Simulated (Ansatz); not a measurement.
A 12-atom cell of FeS2 (Pa-3) from a materials database at its r2SCAN geometry, run in the PAW code Ansatz at 3 levels of theory. (Simulation; spin polarisation is off.)

The r2SCAN input:
```yaml
crystal:
  lattice:
    - [5.4030117461, 0.0, 0.0]
    - [0.0, 5.4030117461, 0.0]
    - [0.0, 0.0, 5.4030117461]
  atoms:
    - { symbol: Fe, position: [0.0, 0.5, 0.5] }
    - { symbol: Fe, position: [0.5, 0.5, 0.0] }
    - { symbol: Fe, position: [0.5, 0.0, 0.5] }
    - { symbol: Fe, position: [0.0, 0.0, 0.0] }
    - { symbol: S, position: [0.3849931412, 0.1150068588, 0.8849931412] }
    - { symbol: S, position: [0.1150068588, 0.8849931412, 0.3849931412] }
    - { symbol: S, position: [0.8849931412, 0.3849931412, 0.1150068588] }
    - { symbol: S, position: [0.6150068588, 0.6150068588, 0.6150068588] }
    - { symbol: S, position: [0.3849931412, 0.3849931412, 0.3849931412] }
    - { symbol: S, position: [0.1150068588, 0.6150068588, 0.8849931412] }
    - { symbol: S, position: [0.8849931412, 0.1150068588, 0.6150068588] }
    - { symbol: S, position: [0.6150068588, 0.8849931412, 0.1150068588] }
kpoints:
  mp_grid: { grid: [6, 6, 6] }
  band_path:
    path:
      - [0.0, 0.0, 0.0]
      - [0.0, 0.5, 0.0]
      - [0.5, 0.5, 0.0]
      - [0.5, 0.5, 0.5]
      - [0.5, 0.0, 0.0]
      - [0.0, 0.0, 0.442708]
    npoints: 1
hamiltonian:
  xc: r2scan
scf:
  occupations: { method: fixed }
  n_extra_bands: 7
output:
  forces: true
  stress: true
  eigenvalues: true
```

Main results, then, where recorded, the levels near the gap in eV from the Fermi energy (columns number the bands from 0), one row a point of the path (Γ, X, M, R, X₁, Γ–X (0.89)):
```
Crystal: 12 atoms, lattice volume = 157.728 Å³
Symmetry: 24 space group operations
Space group: Pa-3 (ITA 205)
```
```
Basis set: ecut = 500 eV, 3959 PW (Γ)
k-points: 24 of 216
SCF converged after 9 iterations
Free energy (F): -25196.178752 eV
Fermi energy:    12.583870 eV
--- Forces (eV/Å), atoms counted from 1 ---
  atom   1  Fe      0.00000      0.00000      0.00000
  atom   2  Fe      0.00000      0.00000      0.00000
  atom   3  Fe      0.00000      0.00000      0.00000
  atom   4  Fe      0.00000      0.00000      0.00000
  atom   5  S       0.00018    -0.00018      0.00018
  atom   6  S     -0.00018      0.00018      0.00018
  atom   7  S       0.00018      0.00018    -0.00018
  atom   8  S     -0.00018    -0.00018    -0.00018
  atom   9  S       0.00018      0.00018      0.00018
  atom  10  S     -0.00018    -0.00018      0.00018
  atom  11  S       0.00018    -0.00018    -0.00018
  atom  12  S     -0.00018      0.00018    -0.00018
--- Stress (GPa, compression-positive) ---
       -0.010629       0.000000       0.000000
        0.000000      -0.010629       0.000000
        0.000000       0.000000      -0.010629
  P = ⅓ Tr σ = -0.0106 GPa (-0.106 kbar)
```
```tsv
band_53	band_54	band_55	band_56	band_57	band_58
-0.154	-0.154	-0.064	0.922	2.030	2.030
-0.120	0.000	0.000	2.092	2.092	2.094
-0.100	-0.100	-0.100	2.297	2.297	2.297
-0.346	-0.346	-0.346	2.034	2.034	2.034
-0.120	0.000	0.000	2.092	2.092	2.094
-0.071	-0.029	0.008	1.977	1.996	2.146
```

r2SCAN gives an indirect gap of 0.91 eV, from Γ–X (0.89 of the way from Γ) to Γ; the least direct gap is 0.99 eV at Γ.

Question: Another run on the same cell gave
```
Basis set: ecut = 420 eV, 3071 PW (Γ)
k-points: 11 of 64
hybrid outer 1: dexx = +1.917e-2 eV, tail = 1.64e-5 eV
hybrid outer 2: dexx = +2.161e-6 eV, tail = 1.07e-8 eV, Δε = 7.71e-4 eV, ΔF = 7.50e-4 eV/Å
hybrid SCF converged: 2 outer / 11 inner (+6 warm-up)
Free energy (F): -25144.101224 eV
Fermi energy:    12.540882 eV
--- Forces (eV/Å), atoms counted from 1 ---
  atom   1  Fe      0.00000      0.00000      0.00000
  atom   2  Fe      0.00000      0.00000      0.00000
  atom   3  Fe      0.00000      0.00000      0.00000
  atom   4  Fe      0.00000      0.00000      0.00000
  atom   5  S     -0.09830      0.09830    -0.09830
  atom   6  S       0.09830    -0.09830    -0.09830
  atom   7  S     -0.09830    -0.09830      0.09830
  atom   8  S       0.09830      0.09830      0.09830
  atom   9  S     -0.09830    -0.09830    -0.09830
  atom  10  S       0.09830      0.09830    -0.09830
  atom  11  S     -0.09830      0.09830      0.09830
  atom  12  S       0.09830    -0.09830      0.09830
--- Stress (GPa, compression-positive) ---
       -0.528264       0.000000       0.000000
        0.000000      -0.528264       0.000000
        0.000000       0.000000      -0.528264
  P = ⅓ Tr σ = -0.5283 GPa (-5.283 kbar)
```
```tsv
band_53	band_54	band_55	band_56	band_57	band_58
-0.208	-0.208	-0.079	1.031	2.088	2.088
-0.138	0.000	0.000	2.115	2.115	2.200
-0.104	-0.104	-0.104	2.367	2.367	2.367
-0.367	-0.367	-0.367	2.029	2.029	2.029
-0.138	0.000	0.000	2.115	2.115	2.200
-0.083	-0.035	0.012	2.002	2.107	2.241
```
Which level of theory and mesh gave it?

Answer: It is DDH-PBE0, judged by the exchange loop and the size of the gap (a near hybrid could fit too), on 4×4×4; the blocks that differ from the first input, but for the band path:
```yaml
crystal:
  host: atoms
kpoints:
  mp_grid: { grid: [4, 4, 4] }
hamiltonian:
  xc:
    exchange: pbe
    correlation: pbe
    exx: { coeff: inverse_dielectric }
```
DDH-PBE0 gives an indirect gap of 1.02 eV, from Γ–X (0.89 of the way from Γ) to Γ; the least direct gap is 1.11 eV at Γ. With the atoms held, the mean pressure is -0.5 GPa (compression positive). (The program warns that its thresholds are loose for a hybrid's stress.)

Question: In the first input these blocks are replaced (the band path and keys that only write files left aside):
```yaml
kpoints:
  mp_grid: { grid: [4, 4, 4] }
hamiltonian:
  xc: r2scan0
```
What comes out?

Answer:
```
Basis set: ecut = 500 eV, 3959 PW (Γ)
k-points: 11 of 64
hybrid outer 1: dexx = +1.555e0 eV, tail = 2.94e-3 eV
hybrid outer 2: dexx = +3.307e-4 eV, tail = 1.86e-6 eV, Δε = 1.09e-2 eV, ΔF = 4.47e-3 eV/Å
hybrid outer 3: dexx = +4.105e-7 eV, tail = 7.10e-9 eV, Δε = 4.47e-4 eV, ΔF = 7.88e-5 eV/Å
hybrid SCF converged: 3 outer / 19 inner (+7 warm-up)
Free energy (F): -25183.722296 eV
Fermi energy:    10.941921 eV
--- Forces (eV/Å), atoms counted from 1 ---
  atom   1  Fe      0.00000      0.00000      0.00000
  atom   2  Fe      0.00000      0.00000      0.00000
  atom   3  Fe      0.00000      0.00000      0.00000
  atom   4  Fe      0.00000      0.00000      0.00000
  atom   5  S       0.61103    -0.61103      0.61103
  atom   6  S     -0.61103      0.61103      0.61103
  atom   7  S       0.61103      0.61103    -0.61103
  atom   8  S     -0.61103    -0.61103    -0.61103
  atom   9  S       0.61103      0.61103      0.61103
  atom  10  S     -0.61103    -0.61103      0.61103
  atom  11  S       0.61103    -0.61103    -0.61103
  atom  12  S     -0.61103      0.61103    -0.61103
--- Stress (GPa, compression-positive) ---
        2.467760       0.000000       0.000000
        0.000000       2.467760       0.000000
        0.000000       0.000000       2.467760
  P = ⅓ Tr σ = 2.4678 GPa (24.678 kbar)
```
```tsv
band_53	band_54	band_55	band_56	band_57	band_58
0.000	0.000	0.000	3.262	5.155	5.155
-0.224	-0.120	-0.120	4.632	4.632	5.029
-0.077	-0.077	-0.077	4.868	4.868	4.868
-0.705	-0.705	-0.705	5.145	5.145	5.145
-0.224	-0.120	-0.120	4.632	4.632	5.029
-0.202	-0.153	-0.115	4.457	4.787	4.911
```
The r2SCAN0 gap is direct at Γ: 3.26 eV. With the atoms held, the mean pressure is +2.5 GPa (compression positive). The stress of a hybrid is loosely converged here.

The hybrids run on coarser meshes, which limits their stresses and small splittings of levels.

Totals of different functionals can't be compared.

The meshes of the hybrids are coarse, so their gaps aren't converged to the digits shown.
